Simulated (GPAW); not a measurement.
The system is Al2O3.

```
Al O
1.0
     2.88432    0.00000    0.00000
    -1.44216    2.49790    0.00000
     0.00000    0.00000    9.33675
Al O
2 3
Cartesian
  0.0000 0.0000 7.9363
  0.0000 0.0000 1.4004
  0.0000 1.6653 7.2610
  1.4422 0.8326 0.0000
  0.0000 1.6653 2.0757
```

Measurements of this composition are mostly on another form, of space group No. 167.

```yaml
Program: GPAW 26.7.0
Task: relaxation of cell and atoms
Functional: PBE
Dispersion: D3(BJ)
Potentials_or_basis: GPAW PAW data sets (gpaw-data 1.2.1)
Cutoff: 800 eV
Basis: pw
k_mesh: 8 × 8 × 3
Occupations: fermi-dirac, width 0.05 eV
Spin: no spin polarisation
```

At the start: pressure -0.3 GPa; volume 13.45 Å³/atom.

Problem. How do energy, volume and symmetry change on relaxing?

Solution. Over 23 steps the energy falls by 19.2 meV/atom and the volume is 10.45 Å³/atom (-22.3 %); space group P-6m2 (No. 187, to 0.05 Å).

Step by step:
```csv
step,energy change (eV),largest force (eV/Å),pressure (GPa),volume (Å³)
1,0.0000,0.2401,-0.29,67.27
2,-0.0018,0.0875,-0.47,67.25
3,-0.0023,0.0190,-0.55,67.22
4,-0.0024,0.0343,-0.51,67.18
5,-0.0028,0.0682,-0.19,66.94
6,-0.0028,0.0498,0.01,66.81
7,-0.0029,0.0208,0.13,66.73
8,-0.0030,0.0341,0.19,66.66
9,-0.0032,0.0635,0.23,66.51
10,-0.0037,0.1281,0.21,66.22
11,-0.0050,0.2107,0.03,65.53
12,-0.0076,0.2842,-0.41,64.17
13,-0.0140,0.3618,-1.03,61.59
14,-0.0260,0.3972,-1.43,59.13
15,-0.0447,0.3997,-1.64,56.81
16,-0.0653,0.3888,-1.61,54.57
17,-0.0774,0.3790,-1.25,52.43
18,-0.0800,0.3380,-1.19,51.99
19,-0.0878,0.1810,-1.23,51.91
20,-0.0949,0.1141,-0.79,52.19
21,-0.0956,0.0821,-0.39,52.24
22,-0.0959,0.0481,-0.06,52.27
23,-0.0959,0.0188,0.02,52.27
```

Final structure:
```
Al O
1.0
     2.87630    0.00000    0.00000
    -1.43815    2.49095    0.00000
     0.00000    0.00000    7.29602
Al O
2 3
Direct
  0.00000 0.00000 0.80908
  0.00000 0.00000 0.19092
  0.33333 0.66667 0.71481
  0.66667 0.33333 0.00000
  0.33333 0.66667 0.28519
```

Caveat: later steps reuse the first step's grids; the volume moved by over 15 % at a fixed basis, so the end points are rough.
